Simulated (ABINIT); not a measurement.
MoS2:

```
Mo S
1.0
     3.16900    0.00000    0.00000
    -1.58450    2.74443    0.00000
     0.00000    0.00000   12.32400
Mo S
2 4
Direct
  0.66667 0.33333 0.75000
  0.33333 0.66667 0.25000
  0.66667 0.33333 0.37700
  0.33333 0.66667 0.87700
  0.66667 0.33333 0.12300
  0.33333 0.66667 0.62300
```

```yaml
Program: ABINIT 10.8.3 (patched build)
Task: relaxation of cell and atoms
Functional: PBEsol
Potentials_or_basis: JTH PAW PBE v2.0
Cutoff: 544 eV
k_mesh: 5 × 5 × 2
Occupations: fermi-dirac, width 0.05 eV
Spin: no spin polarisation
```

At the start: pressure -2.7 GPa; volume 17.86 Å³/atom.

Problem. How do energy, volume and symmetry change on relaxing?

Solution. Over 12 steps the energy falls by 3.7 meV/atom and the volume is 17.88 Å³/atom (+0.1 %); space group P6_3/mmc (No. 194, to 0.05 Å).

Step by step:
| step | energy change (eV) | largest force (eV/Å) | pressure (GPa) | volume (Å³) |
| --- | --- | --- | --- | --- |
| 1 | 0.0000 | 0.2850 | -2.67 | 107.18 |
| 2 | -0.0132 | 0.1085 | -1.18 | 106.31 |
| 3 | -0.0173 | 0.0220 | 0.09 | 105.57 |
| 4 | -0.0179 | 0.0150 | 0.17 | 105.51 |
| 5 | -0.0189 | 0.0372 | 0.16 | 105.49 |
| 6 | -0.0191 | 0.0457 | 0.12 | 105.54 |
| 7 | -0.0198 | 0.0777 | -0.10 | 105.94 |
| 8 | -0.0207 | 0.0848 | -0.23 | 106.48 |
| 9 | -0.0216 | 0.0525 | -0.21 | 107.09 |
| 10 | -0.0219 | 0.0174 | -0.08 | 107.27 |
| 11 | -0.0219 | 0.0019 | -0.01 | 107.28 |
| 12 | -0.0219 | 0.0001 | 0.00 | 107.27 |

Final structure:
```
CELL_PARAMETERS angstrom
3.14410 0.00000 0.00000
-1.57205 2.72287 0.00000
0.00000 0.00000 12.52961
ATOMIC_POSITIONS crystal
Mo 0.66667 0.33333 0.75000
Mo 0.33333 0.66667 0.25000
S 0.66667 0.33333 0.37451
S 0.33333 0.66667 0.87451
S 0.66667 0.33333 0.12549
S 0.33333 0.66667 0.62549
```

Caveat: the k mesh is coarse (spacing up to 0.46 Å⁻¹), so the values aren't converged; the PAW data sets were made with another functional, which shifts forces and pressure a little; this functional lacks dispersion, which binds the layers, so the pressure and a relaxed spacing across them are unreliable.
